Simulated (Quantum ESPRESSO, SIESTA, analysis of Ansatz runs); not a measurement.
# Levels of P_C in SiC (F-43m), rung by rung (SIESTA and Quantum ESPRESSO), part 2 of 3

Question: at which Fermi levels does P_C in SiC (F-43m) change its charge, and how much of the answer depends on the basis and the program? The model is a cell of 54 host atoms with 1 C taken out and 1 P put in.

SIESTA and Quantum ESPRESSO ; SIESTA numerical-orbital DFT, PBEsol, DZP basis, PseudoDojo 0.4.1 potentials converted to PSML; charged supercells in a uniform background, point-charge correction with alignment at far sites.

So far. Step 2 (Band edges): The gap at this level is 1.23 eV.

## Step 3: Relaxing each charge state

Level of this step: SIESTA numerical-orbital DFT, PBEsol, DZP basis, PseudoDojo 0.4.1 potentials converted to PSML; relaxation of all atoms of a defect supercell (SIESTA).

Each state starts from the atoms near the defect displaced at random, so that no symmetry of the ideal site is imposed. An odd electron count needs spin polarisation, and the total moment is held fixed to keep the state apart from its neighbours in spin. Charge 0 is shown in full.

The input, defect.fdf:

```
SystemName                      Si27PC26
SystemLabel                     defect
NumberOfSpecies                 3
NumberOfAtoms                   54
%block ChemicalSpeciesLabel
  1   14 Si
  2    6 C
  3   15 P
%endblock ChemicalSpeciesLabel
LatticeConstant                 1.0 Ang
%block LatticeVectors
     0.000003000     6.564408000     6.564408000
     6.564408000     0.000003000     6.564408000
     6.564408000     6.564408000     0.000003000
%endblock LatticeVectors
AtomicCoordinatesFormat         Fractional
%block AtomicCoordinatesAndAtomicSpecies
     0.000001066     0.000001066     0.000001066  1
     0.083332324     0.083332324     0.083332324  2
     0.000001066     0.000001066     0.333334400  1
     0.083332324     0.083332324     0.416665657  2
     0.000001066     0.000001066     0.666667733  1
     0.078239823     0.083903481     0.748978271  2
     0.000001066     0.333334400     0.000001066  1
     0.083332324     0.416665657     0.083332324  2
     0.000001066     0.333334400     0.333334400  1
     0.081435007     0.420476516     0.411346382  2
     0.004478825     0.331025897     0.669474366  1
     0.085474466     0.410125407     0.751497742  2
     0.000001066     0.666667733     0.000001066  1
     0.081558318     0.753309216     0.077941904  2
     0.001031241     0.664605850     0.328742842  1
     0.080296039     0.755189793     0.412463358  2
    -0.001796151     0.673239037     0.664603344  1
     0.081498162     0.754221777     0.744683554  2
     0.333334400     0.000001066     0.000001066  1
     0.416665657     0.083332324     0.083332324  2
     0.333334400     0.000001066     0.333334400  1
     0.414518219     0.083954345     0.412336496  2
     0.327619170     0.000600863     0.666785295  1
     0.417929624     0.079955470     0.755680544  2
     0.333334400     0.333334400     0.000001066  1
     0.423100673     0.413547810     0.082505602  2
     0.331617448     0.335336059     0.338242841  1
     0.411394526     0.414684003     0.420253691  3
     0.327225437     0.335784814     0.666497041  1
     0.412652704     0.413453257     0.751954868  2
     0.338772953     0.668373865    -0.003616902  1
     0.413413323     0.750518147     0.089359055  2
     0.339073664     0.662497919     0.330752718  1
     0.420396029     0.744461244     0.419998397  2
     0.333918512     0.671903809     0.661176823  1
     0.416665657     0.749998991     0.749998991  2
     0.666667733     0.000001066     0.000001066  1
     0.750638573     0.079756088     0.080300338  2
     0.673164792    -0.003234884     0.331792226  1
     0.756450879     0.080402955     0.414008836  2
     0.668268280     0.002878716     0.668738297  1
     0.756108010     0.081345072     0.745906798  2
     0.665336747     0.327893994     0.002022806  1
     0.744981555     0.421991828     0.081690377  2
     0.667330269     0.328155134     0.338798386  1
     0.756132032     0.415923984     0.412339252  2
     0.671857417     0.327981520     0.667848588  1
     0.749998991     0.416665657     0.749998991  2
     0.671420945     0.663458163    -0.004229830  1
     0.749899739     0.755146033     0.077744591  2
     0.671886232     0.666586852     0.333730326  1
     0.749998991     0.749998991     0.416665657  2
     0.666667733     0.666667733     0.666667733  1
     0.749998991     0.749998991     0.749998991  2
%endblock AtomicCoordinatesAndAtomicSpecies
%block kgrid.MonkhorstPack
    2   0   0  0.50
    0   2   0  0.50
    0   0   2  0.50
%endblock kgrid.MonkhorstPack
XC.Functional                   GGA
XC.Authors                      PBEsol
PAO.BasisSize                   DZP
PAO.EnergyShift                 0.005 Ry
Mesh.Cutoff                     300 Ry
Spin                            polarized
%block DM.InitSpin
    27   0.200
    28   0.200
    29   0.200
    33   0.200
    45   0.200
%endblock DM.InitSpin
Spin.Fix                        true
Spin.Total                      1.0
OccupationFunction              FD
ElectronicTemperature           0.01 eV
MaxSCFIterations                150
SCF.MustConverge                true
SCF.Mixer.Method                Pulay
SCF.Mixer.Weight                0.1
SCF.Mixer.History               10
SCF.DM.Tolerance                3.0e-4
SCF.H.Tolerance                 3.0e-3 eV
WriteForces                     true
Charge.Mulliken                 end
SaveRho                         true
SaveElectrostaticPotential      true
Charge.Hirshfeld                end
Charge.Voronoi                  end
MD.TypeOfRun                    Broyden
MD.Steps                        90
MD.MaxForceTol                  0.04 eV/Ang
MD.MaxDispl                     0.15 Ang
WriteCoorStep                   true
AtomCoorFormatOut               Fractional
```

The run is started by

```console
OMP_NUM_THREADS=1 siesta defect.fdf > defect.out
```

What it wrote:

```text
Version         : 5.4.2

                           ***********************
                           *  WELCOME TO SIESTA  *
                           ***********************

[...]
reinit: Reading from file defect.fdf

reinit: -----------------------------------------------------------------------
reinit: System Name: Si27PC26
reinit: -----------------------------------------------------------------------
reinit: System Label: defect
reinit: -----------------------------------------------------------------------

[...]
initatom: Reading input for the pseudopotentials and atomic orbitals ----------
Species number:   1 Atomic number:   14 Label: Si
Species number:   2 Atomic number:    6 Label: C
Species number:   3 Atomic number:   15 Label: P

[... pseudopotential checks and orbital generation ...]

prinput: Basis input

PAO.BasisType split

%block ChemicalSpeciesLabel
    1   14 Si                      # Species index, atomic number, species label
    2    6 C                       # Species index, atomic number, species label
    3   15 P                       # Species index, atomic number, species label
%endblock ChemicalSpeciesLabel

%block PAO.Basis                 # Define Basis set
# WARNING: This information might be incomplete!
Si                    2                    # Species label, number of l-shells
 n=3   0   2                         # n, l, Nzeta
   5.819      3.988
   1.000      1.000
 n=3   1   2 P   1                   # n, l, Nzeta, Polarization, NzetaPol
   7.489      5.207
   1.000      1.000
C                     2                    # Species label, number of l-shells
 n=2   0   2                         # n, l, Nzeta
   4.859      3.157
   1.000      1.000
 n=2   1   2 P   1                   # n, l, Nzeta, Polarization, NzetaPol
   5.984      3.889
   1.000      1.000
P                     2                    # Species label, number of l-shells
 n=3   0   2                         # n, l, Nzeta
   5.233      3.525
   1.000      1.000
 n=3   1   2 P   1                   # n, l, Nzeta, Polarization, NzetaPol
[...]
%endblock PAO.Basis

prinput: ----------------------------------------------------------------------

coor:   Atomic-coordinates input format  =     Fractional

[...]
siesta: System type = bulk

initatomlists: Number of atoms, orbitals, and projectors:     54   702   712

[... echo of the settings ...]

siesta: k-grid: Number of k-points = 4
siesta: k-points from Monkhorst-Pack grid
siesta: k-cutoff (effective) =     9.283 Ang
siesta: k-point supercell and displacements
siesta: k-grid:     2     0     0      0.500
siesta: k-grid:     0     2     0      0.500
siesta: k-grid:     0     0     2      0.500

diag: Algorithm                                     = D&C
diag: Absolute tolerance                            =  0.100E-15
diag: Orthogonalization factor                      =  0.100E-05

superc: Internal auxiliary supercell:     3 x     3 x     3  =      27
superc: Number of atoms, orbitals, and projectors:   1458  18954  19224

                     ====================================
                        Begin Broyden opt. move =      0
                     ====================================

[...]
superc: Internal auxiliary supercell:     3 x     3 x     3  =      27
superc: Number of atoms, orbitals, and projectors:   1458  18954  19224

outcell: Unit cell vectors (Ang):
        0.000003    6.564408    6.564408
        6.564408    0.000003    6.564408
        6.564408    6.564408    0.000003

outcell: Cell vector modules (Ang)   :    9.283475    9.283475    9.283475
outcell: Cell angles (23,13,12) (deg):     60.0000     60.0000     60.0000
outcell: Cell volume (Ang**3)        :    565.7394
[...]
Initializing Density Matrix...

[...]
DM filled with atomic data (user-defined):

InitMesh: MESH = 80 x 80 x 80 = 512000
InitMesh: Mesh cutoff (required, used) =   300.000   307.859 Ry

[...]
iscf     Eharris(eV)        E_KS(eV)     FreeEng(eV)     dDmax     Ef_up Ef_dn(eV) dHmax(eV)
   scf:    1    -7214.979665    -7494.370280    -7494.370435  0.925917 -4.977702 -8.289818  6.726183
[...]
scf:    2    -7534.199119    -7515.199166    -7515.199347  0.030560 -5.076249 -7.871865  4.909601
[...]
scf:    3    -7555.999551    -7541.192991    -7541.193241  0.076327 -5.228402 -6.829830  2.825317
[...]
scf:    4    -7542.192969    -7542.353085    -7542.353223  0.044813 -4.945624 -6.568858  1.518529
[...]
scf:    5    -7541.828287    -7542.376470    -7542.376678  0.028101 -5.147761 -6.551641  2.088797
[...]
scf:    6    -7542.622324    -7542.576158    -7542.576306  0.023142 -5.035596 -6.532673  0.099003
[...]
scf:    7    -7542.592682    -7542.585601    -7542.585737  0.004044 -5.037604 -6.527271  0.168215
[...]
scf:    8    -7542.587789    -7542.587011    -7542.587146  0.000833 -5.044415 -6.522182  0.051987
[...]
scf:    9    -7542.588793    -7542.587984    -7542.588115  0.001043 -5.047854 -6.517943  0.034018
[...]
scf:   10    -7542.588144    -7542.588075    -7542.588205  0.000335 -5.050012 -6.517319  0.011787
[...]
spin moment: {S} , |S| = {        0.0        0.0    1.00000 }     1.00000

SCF Convergence by DM+H criterion
[...]
Re-using DM from previous geometries...
Number of DMs in history: 1
 DM extrapolation coefficients:
1   1.00000
New DM after history re-use:

[...]
iscf     Eharris(eV)        E_KS(eV)     FreeEng(eV)     dDmax     Ef_up Ef_dn(eV) dHmax(eV)
   scf:    1    -7548.813670    -7548.812384    -7548.812397  0.000607 -4.673499 -6.568824  0.025975
[...]
scf:    2    -7548.809935    -7548.811684    -7548.811696  0.000386 -4.674165 -6.569889  0.081932
[...]
scf:    3    -7548.812656    -7548.812472    -7548.812485  0.000289 -4.673654 -6.569277  0.001743
     spin moment: {S} , |S| = {        0.0        0.0    1.00000 }     1.00000

SCF Convergence by DM+H criterion
[...]
SCF cycle converged after 3 iterations

[...]
siesta: E_KS(eV) =            -7548.8125

siesta: Atomic forces (eV/Ang):
     1    0.005023    0.011707   -0.006674
     2   -0.002486    0.009467    0.001460
     3    0.002186    0.001935   -0.006125
     4    0.008553   -0.001100   -0.009639
     5    0.002580    0.011065   -0.006891
     6    0.000534    0.012770   -0.005344
     7   -0.011480    0.005218    0.008186
     8   -0.002842    0.009547   -0.005553
     9    0.010876   -0.003369   -0.009324
    10    0.002478    0.001770   -0.004399
[...]
50    0.009024   -0.001699   -0.008201
    51    0.010386   -0.006660   -0.005958
    52    0.007759   -0.006509   -0.003279
    53    0.003738    0.006084   -0.007381
    54    0.001873    0.006376    0.009352
   Tot    0.002835    0.001840    0.000903
   Max    0.035034
   Res    0.009078    sqrt( Sum f_i^2 / 3N )
   Max    0.035034    constrained

Stress tensor Voigt[x,y,z,yz,xz,xy] (kbar):      -45.30      -45.28      -45.36        3.73        3.74        3.64
[...]
outcoor: Relaxed atomic coordinates (fractional):
    0.00025568   -0.00012844   -0.00113824   1       1  Si
    0.08347953    0.08326006    0.08264206   2       2  C
    0.00065000   -0.00018362    0.33262778   1       3  Si
    0.08401593    0.08299276    0.41599156   2       4  C
    0.00024761   -0.00016107    0.66596624   1       5  Si
    0.08358384    0.08341060    0.74907762   2       6  C
   -0.00007300    0.33330188   -0.00020460   1       7  Si
    0.08350188    0.41704763    0.08237691   2       8  C
    0.00127760    0.33273102    0.33209021   1       9  Si
    0.07928843    0.41736225    0.41672595   2      10  C
   -0.00057583    0.33265925    0.66676860   1      11  Si
    0.07883850    0.41740241    0.75277751   2      12  C
    0.00055058    0.66709765   -0.00161571   1      13  Si
    0.08397451    0.75006052    0.08200911   2      14  C
    0.00031119    0.66732797    0.33129669   1      15  Si
    0.08007892    0.75277465    0.41626893   2      16  C
   -0.00020682    0.66740395    0.66633790   1      17  Si
    0.08407733    0.75010784    0.74866609   2      18  C
    0.33351617   -0.00027281   -0.00005350   1      19  Si
    0.41752598    0.08288416    0.08268012   2      20  C
[...]
0.41653957    0.41555208    0.41715893   3      28  P
[...]
0.69889552    0.32212712    0.32270529   1      45  Si
    0.75378383    0.41684117    0.41685254   2      46  C
    0.66750438    0.33256509    0.66682246   1      47  Si
    0.75013825    0.41655018    0.74976342   2      48  C
    0.66779309    0.66701104   -0.00107156   1      49  Si
    0.75084122    0.74975669    0.08243016   2      50  C
    0.66829145    0.66676274    0.33187993   1      51  Si
    0.75099983    0.74965478    0.41582365   2      52  C
    0.66711247    0.66639238    0.66573965   1      53  Si
    0.75023084    0.74967803    0.74933695   2      54  C

[...]
siesta: Final energy (eV):
siesta:  Band Struct. =   -2754.536192
siesta:       Kinetic =    4218.183189
siesta:       Hartree =     831.579937
[...]
siesta:         Exch. =   -2448.665981
siesta:         Corr. =    -307.406940
[...]
siesta:   Exch.-corr. =   -2756.072921
siesta:  Ion-electron =   -5644.786877
siesta:       Ion-ion =   -4197.715799
[...]
siesta:         Total =   -7548.812472
siesta:      Fermi_up =      -4.673654
siesta:      Fermi_dn =      -6.569277

siesta: Stress tensor (static) (eV/Ang**3):
siesta:    -0.028274    0.002271    0.002332
siesta:     0.002271   -0.028263    0.002329
siesta:     0.002333    0.002328   -0.028313

siesta: Cell volume =        565.739362 Ang**3

siesta: Pressure (static):
siesta:                Solid            Molecule  Units
siesta:           0.00030805          0.00030781  Ry/Bohr**3
siesta:           0.02828350          0.02826192  eV/Ang**3
siesta:          45.31516053         45.28059481  kBar

[...]
mulliken: Qtot =      109.000

[...]
mulliken: Qtot =      108.000

Mulliken Atomic Populations:
Atom #   charge [q] valence [e]      Sz [e]  Species
     1    -0.130041    4.130041    0.027731  Si
     2     0.087591    3.912409    0.006697  C
     3    -0.121125    4.121125    0.033344  Si
     4     0.090154    3.909846    0.005465  C
     5    -0.128158    4.128158    0.027869  Si
     6     0.114318    3.885682    0.004189  C
     7    -0.121741    4.121741    0.033536  Si
     8     0.089639    3.910361    0.005558  C
     9    -0.119675    4.119675    0.036886  Si
    10     0.121540    3.878460    0.004899  C
    11    -0.122943    4.122943    0.028490  Si
    12     0.122192    3.877808    0.003512  C
    13    -0.128143    4.128143    0.027808  Si
    14     0.114509    3.885491    0.004116  C
    15    -0.122758    4.122758    0.028394  Si
    16     0.122348    3.877652    0.003459  C
    17    -0.121093    4.121093    0.029183  Si
    18     0.114464    3.885536    0.003856  C
    19    -0.121451    4.121451    0.033508  Si
    20     0.089753    3.910247    0.005550  C
[...]
28     0.462026    4.537974    0.020498  P
[...]
45    -0.156867    4.156867    0.040455  Si
    46     0.122350    3.877650    0.005236  C
    47    -0.121913    4.121913    0.029566  Si
    48     0.113492    3.886508    0.003521  C
    49    -0.120818    4.120818    0.029031  Si
    50     0.114662    3.885338    0.003799  C
    51    -0.121439    4.121439    0.029413  Si
    52     0.113598    3.886402    0.003500  C
    53    -0.097345    4.097345    0.027922  Si
    54     0.112301    3.887699    0.003457  C
 Total    -0.000000                1.000000

[...]
Job completed
```

The job ended after 52 min (1 MPI rank of Arm Neoverse V1, shared host; peak memory 1.2 GiB).

The steps and moves of this run count from the displaced start.

Step by step:

| step | energy less that of the first step (eV) | largest force (eV/Å) |
| --- | --- | --- |
| 0 | 0.0000 | 13.9401 |
| 1 | -5.7109 | 2.2918 |
| 2 | -6.1179 | 0.5658 |
| 3 | -6.1938 | 0.3074 |
| 4 | -6.2133 | 0.1044 |
| 5 | -6.2189 | 0.0888 |
| 6 | -6.2224 | 0.0574 |
| 7 | -6.2244 | 0.0421 |

The atoms that moved most (Å):

| atom | dx | dy | dz | length |
| --- | --- | --- | --- | --- |
| Si27 | -0.195 | -0.165 | -0.147 | 0.295 |
| Si33 | 0.176 | -0.157 | 0.131 | 0.270 |
| Si29 | 0.127 | 0.183 | -0.122 | 0.254 |
| Si45 | -0.145 | 0.102 | 0.168 | 0.244 |
| C32 | -0.055 | -0.041 | 0.043 | 0.081 |
| C30 | 0.030 | 0.038 | 0.056 | 0.074 |
| C12 | 0.056 | -0.035 | 0.004 | 0.066 |
| C44 | -0.049 | 0.036 | 0.019 | 0.064 |

Neighbours of P28 at the end:

| atom | distance (Å) |
| --- | --- |
| Si29 | 2.140 |
| Si33 | 2.140 |
| Si45 | 2.140 |
| Si27 | 2.143 |
| C24 | 3.122 |
| C22 | 3.123 |
| C10 | 3.124 |
| C12 | 3.125 |
| C16 | 3.127 |
| C40 | 3.128 |
| C30 | 3.128 |
| C44 | 3.130 |
| C26 | 3.130 |
| C34 | 3.135 |
| C46 | 3.135 |
| C32 | 3.135 |

Energies on the run's own zero. States near gap, by row:

| spin | k | band | energy (eV) | filled by count |
| --- | --- | --- | --- | --- |
| up | 0 | 105 | -7.343 | 1 |
| up | 0 | 106 | -7.342 | 1 |
| up | 0 | 107 | -6.863 | 1 |
| up | 0 | 108 | -6.862 | 1 |
| up | 0 | 109 | -4.756 | 1 |
| up | 0 | 110 | -4.586 | 0 |
| up | 0 | 111 | -4.583 | 0 |
| up | 0 | 112 | -3.908 | 0 |
| up | 0 | 113 | -3.893 | 0 |
| up | 1 | 105 | -7.493 | 1 |
| up | 1 | 106 | -7.451 | 1 |
| up | 1 | 107 | -7.199 | 1 |
| up | 1 | 108 | -6.974 | 1 |
| up | 1 | 109 | -5.224 | 1 |
| up | 1 | 110 | -4.043 | 0 |
| up | 1 | 111 | -3.943 | 0 |
| up | 1 | 112 | -3.524 | 0 |
| up | 1 | 113 | -3.433 | 0 |
| down | 0 | 104 | -7.467 | 1 |
| down | 0 | 105 | -7.333 | 1 |
| down | 0 | 106 | -7.332 | 1 |
| down | 0 | 107 | -6.853 | 1 |
| down | 0 | 108 | -6.852 | 1 |
| down | 0 | 109 | -4.639 | 0 |
| down | 0 | 110 | -4.506 | 0 |
| down | 0 | 111 | -4.503 | 0 |
| down | 0 | 112 | -3.823 | 0 |
| down | 1 | 104 | -7.522 | 1 |
| down | 1 | 105 | -7.481 | 1 |
| down | 1 | 106 | -7.44 | 1 |
| down | 1 | 107 | -7.187 | 1 |
| down | 1 | 108 | -6.965 | 1 |
| down | 1 | 109 | -5.131 | 0 |
| down | 1 | 110 | -3.955 | 0 |
| down | 1 | 111 | -3.873 | 0 |
| down | 1 | 112 | -3.436 | 0 |

Spin density in the ac plane at fractional y = 0.417, through the centre, with atoms of C and P within 0.45 Å of it.

Values in units of 1e-3 e/Å³, 13 rows by 16 columns, each cell a mean:
```
 3.1  0.8  0.4  1.5  2.5  1.9  0.8  0.3  0.6  2.5  3.5  1.3  0.2  0.3  1.4  3.9
 0.9  0.5  0.8  1.3  1.0  0.6  0.8  0.4  0.5  0.9  0.9  0.3  0.5  0.6  0.7  0.9
-0.1  0.6  0.7  1.0  0.6  0.7  2.3  1.6  0.4  0.4  0.3  0.3  1.8  0.9  0.5  0.1
 0.0 -0.4  1.0  0.6  0.8  0.9  1.4 -0.2  0.2  1.0  0.6  0.4  0.6  0.4  0.5  1.0
 2.3  0.3  0.7  1.6  2.2  1.4  0.6  0.2  0.7  3.1  3.8  0.8  0.3  0.4  1.4  3.8
 1.9  0.7  0.5  0.9  1.1  0.8  0.5  0.5  0.9  1.8  2.4  1.1  0.3  0.5  1.0  2.1
 0.2  0.4  0.6  0.4  0.5  1.6  2.5  2.8  1.1  0.6  0.2 -0.2  0.8  0.6  0.4  0.3
 1.3  1.1  2.0  0.8  0.5  2.0  1.6  2.6  1.7  0.3  0.5  0.9  1.8  1.9  0.4  0.6
 1.2  0.7  0.6  0.8  1.4  1.4  1.9  1.7  1.1  0.8  1.4  1.0  0.9  0.7  0.8  2.0
 1.6  0.4  0.8  1.5  1.6  1.4  0.6  0.3  0.6  1.4  2.1  1.0  0.6  0.8  1.4  2.5
 1.2  0.6  0.9  1.6  1.0  0.6  1.3  0.7  0.5  0.8  1.1  0.8  0.6  1.1  1.1  1.0
 0.6  1.0  0.8  0.6  0.4  0.6  1.7  1.0  0.4  0.6  0.2  0.0  0.7  0.6  0.6  0.4
 2.3  0.9  0.8  1.2  1.4  1.1  1.7  0.2  0.5  2.1  1.9  0.1 -0.3  0.4  1.3  3.0
```
Columns run along a (9.3 Å), rows up along c (9.3 Å). Atoms in or near the plane, at fractional coordinates: C at (0.08, 0.08), C at (0.08, 0.42), C at (0.08, 0.75), C at (0.42, 0.08), P at (0.42, 0.42), C at (0.42, 0.75), C at (0.75, 0.08), C at (0.75, 0.42), C at (0.75, 0.75).

Electrostatic potential energy in the ac plane at fractional y = 0.417, through the centre, with atoms of C and P within 0.45 Å of it. With pseudopotentials it is smooth inside the atoms' cores, unlike the true potential.

Ten even steps from '0' (-75 eV) to '9' (-4 eV), each cell a mean:
```
68999976568999875578999865
67999997668999987678999986
88999999888999999889999998
88899999988999999888999999
63489999863589999854799999
71048988860058999830279999
85137877884148888872168888
78778876688778876787678866
68999987679999975578999865
67999998889999987678999986
88999999888999999888999998
88899999866899999888999999
74589999721379999854699999
71048999720037999840179999
85137988861016888873158888
78768877886446887787678866
68999876688888987678999865
67999987679999998778999986
88999998889999999888999998
88899999988999999988999999
74589999864699999854799999
71048999850169999840279999
85127888873048888872058888
78768876688668876787678866
```
Columns run along a (9.3 Å; values clipped at the 3rd and 97th percentile), rows up along c (9.3 Å). Atoms in or near the plane, at fractional coordinates: C at (0.08, 0.08), C at (0.08, 0.42), C at (0.08, 0.75), C at (0.42, 0.08), P at (0.42, 0.42), C at (0.42, 0.75), C at (0.75, 0.08), C at (0.75, 0.42), C at (0.75, 0.75).

(Part 2 of 3 ends here.)

[Logs are printed without paths, hosts, clocks, repeated set-up lines and the standing remarks that a program may print on its own settings, such as how far it seeks lower states.]

[Hosts, paths, dates, database ids (printed as entryN), source tags and the programs' standing remarks are cut or masked in the printed files.]

[For some hosts the program warned that the k-mesh of the response run may be too coarse for force constants and the static dielectric constant; such warnings are not shown here.]

[Charge tables in the logs are Mulliken or Hirshfeld populations, whose sizes and signs can differ; where basis functions stand at a vacancy, SIESTA counts their charge against the missing atom's valence.]

[In relaxation paths of CP2K, step 0 can be the structure after the first move, since the trajectory file begins there, and the last row can be the final structure solved once more.]
